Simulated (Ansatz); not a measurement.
# GaP under changes of volume

One of the cells (20.240 Å³/atom); the others are scaled copies at fixed shape and fractional positions:

```xyz
2
Lattice="0.0000 2.7252 2.7252 2.7252 0.0000 2.7252 2.7252 2.7252 0.0000" Properties=species:S:1:pos:R:3 pbc="T T T"
Ga    0.0000    0.0000    0.0000
P     4.0879    4.0879    4.0879
```

| Property | Result |
| --- | --- |
| Program | Ansatz 0.2.0 |
| Functional | PBEsol |
| Potentials or basis | all-electron LAPW, scalar-relativistic |
| Cutoff | 303 eV (chosen from the basis error) |
| Basis error allowed | 0.0005 eV/atom |
| k mesh | 8 × 8 × 8 |
| Occupations | fermi-dirac, width 0.05 eV |
| Spin | no spin polarisation |

```tsv
volume (Å³/atom)	energy over the lowest point (meV/atom)	pressure (GPa)	gap on the mesh (eV)
19.026	16.65	5.3	1.38
19.431	6.08	3.1	1.43
19.836	?	?	?
20.240	0.00	-0.6	1.52
20.645	3.45	-2.1	1.53
21.050	10.64	-3.5	1.43
21.455	21.16	-4.8	1.28
```

Q: What does the run at 19.836 Å³/atom give?

A: Energy over the lowest point 0.72 meV/atom; pressure 1.2 GPa; gap on the mesh 1.47 eV.

Worked out: A Birch-Murnaghan fit of order 3 (a polynomial in V^(-2/3)) to the other rows has its minimum at 20.10 Å³/atom with B0 = V·E''(V) = 85 GPa and B' = 4.5. It gives 0.71 meV/atom at 19.836 Å³/atom, against the run's 0.72, and -dE/dV = 1.2 GPa, against 1.2. A parabola through the other rows of the gap, of slope 1.64 eV per unit of ln V there, gives 1.52 eV, against the run's 1.47.

Energies are extrapolated to zero smearing.

A mesh can miss the band edges. Spin-orbit coupling on Ga is left out.
